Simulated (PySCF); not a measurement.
Runs of PySCF 2.14.0 on MoS2. Symmetry: R3m, No. 160, trigonal system. The conventional cell has a = 3.160 Å, b = 3.160 Å, c = 18.450 Å, α = 90.00°, β = 90.00°, γ = 120.00°. Mo (site symmetry 3m) is surrounded by 6 S at 2.39 Å. S (site symmetry 3m) has 3 Mo at 2.39 Å as nearest neighbours. S (site symmetry 3m) has 3 Mo at 2.39 Å as nearest neighbours. Measurements of this composition are mostly on another form, of space group No. 194.

```csv
task,level,conv_tol,max_cycle,exxdiv,share of exact exchange,three-centre integrals,gap on the mesh (eV)
atomic charges,PBE0 form with 35 % exact exchange,1e-07 Ha,60,ewald,0.35,read from an earlier run's file,3.99
atomic charges,PBE0 form with 75 % exact exchange,1e-07 Ha,60,ewald,0.75,read from an earlier run's file,7.27
atomic charges,PBE0 form with 15 % exact exchange,1e-07 Ha,60,ewald,0.15,read from an earlier run's file,2.42
atomic charges,PBE0 form with 5 % exact exchange,1e-07 Ha,60,ewald,0.05,-,1.65
atomic charges,PBE0 form with 25 % exact exchange,1e-07 Ha,60,ewald,0.25,read from an earlier run's file,(b)
atomic charges,PBE0 form with 100 % exact exchange,1e-07 Ha,60,ewald,1,read from an earlier run's file,9.23
atomic charges,PBE0 form with 50 % exact exchange,1e-07 Ha,60,ewald,0.5,read from an earlier run's file,(a)
atomic charges,PBE0 form with 10 % exact exchange,1e-07 Ha,60,ewald,0.1,read from an earlier run's file,2.04
```

Alike in all rows: potentials or basis DZVP-MOLOPT-HYB/GTH-HYB (UZH) (potentials made for PBE0); no spin polarisation; cell as given; k mesh 2 × 2 × 2; smearing fixed; the mesh is coarse, so values aren't converged.

Q: Estimate the missing entries.

A: (a) 5.19; (b) 3.20.

Caveats: all runs use coarse meshes; on so small a mesh gaps with full-range exact exchange can be off by tenths of an eV to over 1 eV; the basis of atomic orbitals isn't converged, which shifts pressures, moduli and gaps.

A k mesh can miss the band edges, and the runs leave out spin-orbit coupling on Mo.
